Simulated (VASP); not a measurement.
Na, 6 atoms in the cell. The cell holds a slab with vacuum, 6 atoms: a = 3.697 Å, b = 3.697 Å, c = 30.608 Å, α = 90.00°, β = 90.00°, γ = 60.29°. The slab is cut from a database's or a generator's crystal, which needn't be the stable form of the element. The cell isn't the ideal one: the (0 0 1) slab of Na, cut from the database cell, not relaxed.

* Program: VASP 6.6.1
* Task: single point
* Functional: PBE
* Potentials or basis: VASP PAW PBE potentials, release 64 (Na_pv)
* Cutoff: 520 eV
* k mesh: 8 × 8 × 1
* Occupations: fermi-dirac, width 0.05 eV
* Spin: no spin polarisation
* Dipole correction: yes
* Further INCAR settings: ALGO = Normal; EDIFF = 1e-07; NBANDS = 30

Potentials or basis: VASP PAW PBE potentials, release 64 (Na_pv).

Launch:

```sh
$ cat potpaw_PBE.64/Na_pv/POTCAR > POTCAR
$ mpirun -np 1 vasp_std > vasp.out
```

Hardware: 1 thread of AMD EPYC 9R45 96-Core Processor (Zen 5), on a shared host.

Question: Estimate the wall time of this run.

Answer: Wall time 3.3 min on 1 thread of AMD EPYC 9R45 96-Core Processor (Zen 5) (shared host), peak memory 0.47 GiB. Counts: scf iterations 21, k points 21.
